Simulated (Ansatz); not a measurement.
## In (I4/mmm), tetragonal deformation path

Computed with DFT PBE, scalar-relativistic, plane waves, PAW in Ansatz 0.2.0. The runs took a 420 eV cutoff, a Γ-centred 22×22×22 mesh and Gaussian smearing (0.15 eV). No spin polarisation. Energies are free energies at this smearing, counted from the undisturbed cell; pressure is positive in compression.

Reference structure (as given, not relaxed at this level; it stands at 2.0 GPa):

```
In
1.0
    -1.62615    1.62615    2.47395
     1.62615   -1.62615    2.47395
     1.62615    1.62615   -2.47395
In
1
Direct
  0.00000 0.00000 0.00000
```

At fixed volume and fractional coordinates, lengths along (0.000, 0.000, 1.000) are scaled against those across it; ρ is that ratio over its starting value. The cell is metallic on the mesh throughout. At ρ = 0.930 the cell becomes cubic (Fm-3m), and there the slope of the energy vanishes by symmetry.

```tsv
ρ	ΔE (meV/atom)
0.800	6.3
0.850	1.4
0.920	1.2
0.960	0.5
1.000	0.0
1.050	2.0
1.100	7.2
1.200	31.1
1.300	75.0
```

(1) Predict the pressure (GPa) at each point.

## Answers

(1)
```csv
ρ,pressure (GPa)
0.800,2.0
0.850,2.0
0.920,2.0
0.960,2.0
1.000,2.0
1.050,2.0
1.100,2.1
1.200,2.6
1.300,3.5
```